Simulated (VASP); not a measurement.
ZnSe in VASP 6.6.1, single-point calculation

INCAR

```
ENCUT = 520
LASPH = .TRUE.
PREC = Accurate
LCHARG = .FALSE.
NBANDS = 16
ISIF = 2
LWAVE = .FALSE.
SIGMA = 0.2
NSW = 0
IBRION = -1
LREAL = .FALSE.
NELM = 77
GGA = PE
EDIFF = 1E-7
ISMEAR = 0
```

KPOINTS

```
KPOINTS created by Atomic Simulation Environment
0
Gamma
8 8 8
0 0 0
```

POSCAR

```
Zn Se
 1.0000000000000000
     0.0000000000000000    2.8324206844000002    2.7474480638999998
     2.8324206844000002    0.0000000000000000    2.7474480638999998
     2.8324206844000002    2.8324206844000002    0.0000000000000000
 Zn  Se
   1   1
Cartesian
  0.0000000000000000  0.0000000000000000  0.0000000000000000
  1.4162103421999999  1.4162103421999999  1.3737240319499997
```

The recommended PBE PAW datasets give the neutral cell 18 valence electrons.

Command

```
mpirun -np 1 vasp_std
```

OSZICAR

```
N       E                     dE             d eps       ncg     rms          rms(c)
DAV:   1     0.847083150793E+02    0.84708E+02   -0.87402E+03  1896   0.131E+03
DAV:   2    -0.108684610536E+01   -0.85795E+02   -0.80639E+02  2152   0.247E+02
DAV:   3    -0.623473422802E+01   -0.51479E+01   -0.51300E+01  2200   0.592E+01
DAV:   4    -0.627516364081E+01   -0.40429E-01   -0.40425E-01  2384   0.569E+00
DAV:   5    -0.627534990984E+01   -0.18627E-03   -0.18627E-03  2376   0.347E-01    0.504E+00
DAV:   6    -0.600647859154E+01    0.26887E+00   -0.53430E-01  2768   0.244E+01    0.382E+00
DAV:   7    -0.598657056253E+01    0.19908E-01   -0.15977E-01  2152   0.361E+00    0.162E+00
DAV:   8    -0.598629445560E+01    0.27611E-03   -0.45634E-03  2656   0.735E-01    0.464E-01
DAV:   9    -0.598649372815E+01   -0.19927E-03   -0.11341E-03  2240   0.257E-01    0.652E-02
DAV:  10    -0.598660396373E+01   -0.11024E-03   -0.22317E-04  2440   0.112E-01    0.251E-02
DAV:  11    -0.598659139198E+01    0.12572E-04   -0.43392E-05  2216   0.576E-02    0.516E-03
DAV:  12    -0.598659234451E+01   -0.95254E-06   -0.58242E-06  2464   0.144E-02    0.247E-03
DAV:  13    -0.598659264927E+01   -0.30476E-06   -0.42493E-07  2264   0.467E-03    0.128E-03
DAV:  14    -0.598659260997E+01    0.39302E-07   -0.26601E-08  2024   0.190E-03
   1 F= -.59865926E+01 E0= -.59865926E+01  d E =-.542412E-08
```

Standard output (part)

```
POSCAR found type information on POSCAR ZnSe
 POSCAR found :  2 types and       2 ions
 LDA part: xc-table for (Slater+PW92), standard interpolation
 POSCAR, INCAR and KPOINTS ok, starting setup
 WAVECAR not read
 entering main loop
```

From OUTCAR

```
k-points           NKPTS =     59   k-points in BZ     NKDIM =     59   number of bands    NBANDS=     16

   NELECT =      18.0000    total number of electrons

   dimension x,y,z NGX =    30 NGY =   30 NGZ =   30
   dimension x,y,z NGXF=    60 NGYF=   60 NGZF=   60

  energy-cutoff  :      520.00
  volume of cell :       44.08
      direct lattice vectors                 reciprocal lattice vectors
     0.000000000  2.832420684  2.747448064    -0.176527450  0.176527450  0.181987062
     2.832420684  0.000000000  2.747448064     0.176527450 -0.176527450  0.181987062
     2.832420684  2.832420684  0.000000000     0.176527450  0.176527450 -0.181987062

 k-points in reciprocal lattice and weights: KPOINTS created by Atomic Simulation Env
   0.00000000  0.00000000  0.00000000       0.002
   0.12500000  0.00000000  0.00000000       0.016
   0.25000000  0.00000000  0.00000000       0.016
   0.37500000  0.00000000  0.00000000       0.016
   0.50000000  0.00000000  0.00000000       0.008
   0.12500000  0.12500000  0.00000000       0.004
   0.25000000  0.12500000  0.00000000       0.016
   0.37500000  0.12500000  0.00000000       0.016
   ...

 E-fermi :   2.6368

 k-point     1 :       0.0000    0.0000    0.0000
  band No.  band energies     occupation
      1     -11.5755      2.00000
      2      -4.7787      2.00000
      3      -4.7787      2.00000
      4      -4.7651      2.00000
      5      -4.3791      2.00000
      6      -4.3728      2.00000
      7       1.8555      2.00000
      8       1.8555      2.00000
      9       1.9629      2.00000
     10       3.3092      0.00000
     11       7.6803      0.00000
     12       7.6901      0.00000
     13       7.6901      0.00000
     14      11.9421      0.00000
     15      13.1428      0.00000
     16      13.6630      0.00000

 k-point     2 :       0.1250    0.0000    0.0000
  band No.  band energies     occupation
      1     -11.4685      2.00000
      2      -4.7716      2.00000
      3      -4.7623      2.00000
      4      -4.7500      2.00000
      5      -4.3798      2.00000
      6      -4.3750      2.00000
      7       0.5513      2.00000
      8       1.6847      2.00000
      9       1.7765      2.00000
     10       4.2867      0.00000
     11       7.6356      0.00000
     12       7.9445      0.00000
     13       7.9731      0.00000
     14      12.4141      0.00000
     15      12.6854      0.00000
     16      12.9020      0.00000

 k-point     3 :       0.2500    0.0000    0.0000
  band No.  band energies     occupation
      1     -11.1894      2.00000
      2      -4.7266      2.00000
      3      -4.7237      2.00000
      4      -4.7077      2.00000
      5      -4.3759      2.00000
      6      -4.3756      2.00000
      7      -1.2373      2.00000
      8       1.3223      2.00000
      9       1.4532      2.00000
     10       4.7190      0.00000
     11       8.2774      0.00000
     12       8.3216      0.00000
     13       8.6293      0.00000
     14      12.3095      0.00000
     15      12.3424      0.00000
     16      12.7893      0.00000

 ...

  Total        1.1841418      1.1841418      1.4381810      0.0000000      0.0000000      0.0000000
  in kB       43.0367322     43.0367322     52.2695935      0.0000000      0.0000000      0.0000000
  external PRESSURE =      46.1143526 kB  Pullay stress =       0.0000000 kB

 POSITION                                       TOTAL-FORCE (eV/Angst)
 -----------------------------------------------------------------------------------
      0.00000      0.00000      0.00000         0.000000      0.000000      0.000000
      1.41621      1.41621      1.37372        -0.000000      0.000000      0.000000
 -----------------------------------------------------------------------------------
    total drift:                                0.000000      0.000000     -0.000001

  FREE ENERGIE OF THE ION-ELECTRON SYSTEM (eV)
  ---------------------------------------------------
  free  energy   TOTEN  =        -5.9865926100 eV

  energy  without entropy=       -5.9865926045  energy(sigma->0) =       -5.98659261
```

It converged. Results: gap between bands v and c on the k mesh 1.35 eV; least direct gap on the k mesh 1.35 eV; pressure 4.6 GPa. Band v is the last that the valence electrons fill when counted band by band, and c is the next.

For comparison, a separate PBE run of the intended cell, on usual settings and not on those above, gives a gap of 1.35 eV on its mesh and a pressure of 4.6 GPa.

The run above took about 41 s on one core of a shared host (Intel Xeon Platinum 8488C) and held 0.2 GiB at most.
